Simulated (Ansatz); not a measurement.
Set up this calculation in Ansatz 0.2.0, as the native input.

- Task: single point
- Functional: PBE
- Potentials or basis: all-electron LAPW, scalar-relativistic
- Cutoff: 363 eV (chosen from the basis error)
- Basis error allowed: 0.001 eV/atom
- k mesh: 11 × 11 × 11
- Occupations: gaussian, width 0.1 eV
- Spin: collinear spin, ferromagnetic start
- Starting moments: [0.0, 2.0] μB

Crystal: CoO.

```
O Co
1.0
     1.50547    0.86918    2.43993
    -1.50547    0.86918    2.43993
     0.00000   -1.73837    2.43993
O Co
1 1
Direct
  0.50000 0.50000 0.50000
  0.00000 0.00000 0.00000
```

The cell is a database's computed one.

The cell isn't the ideal one: the cell as VASP's run set it.

One way to write it, as run:

input.yaml

```yaml
crystal:
  lattice:
    - [1.505469545, 0.8691832471, 2.4399269067]
    - [-1.505469545, 0.8691832471, 2.4399269067]
    - [0.0, -1.7383664941, 2.4399269067]
  atoms:
    - { symbol: O, position: [0.5, 0.5000000001, 0.5] }
    - { symbol: Co, position: [0.0, 0.0, 0.0], spin: 2.0 }
kpoints:
  mp_grid: { grid: [11, 11, 11] }
scf:
  occupations: { method: gaussian, width: 0.1 }
hamiltonian:
  xc: pbe
  pseudopotentials: { kind: all_electron, lapw: { basis_error: 0.001 } }
magnetization:
  spin_polarized: true
output:
  forces: true
  stress: true
  eigenvalues: true
```

Potentials or basis: all-electron LAPW, scalar-relativistic.

Run with:

```bash
$ ansatz run input.yaml --threads 2 --pin off --max-ram 6144MiB --backend cpu --events-out ev --progress --plain --runs-dir out
```

It gave:

```
Pressure               : -0.1 GPa
Band gap on the k mesh : none (metal or under the smearing width)
Net moment             : 2.91 μB per cell
Absolute moment        : 2.92 μB per cell
Site moments           : O +0.31; Co +2.58 μB
```

Caveat: a cell with one magnetic atom can't hold antiferromagnetic order, which such compounds often take; semilocal functionals often make such compounds metallic where correlation or magnetic order opens a gap, which also shifts bond lengths.

It took 49 s on 2 threads of Arm Neoverse V1, on a shared host, peak memory 0.66 GiB.
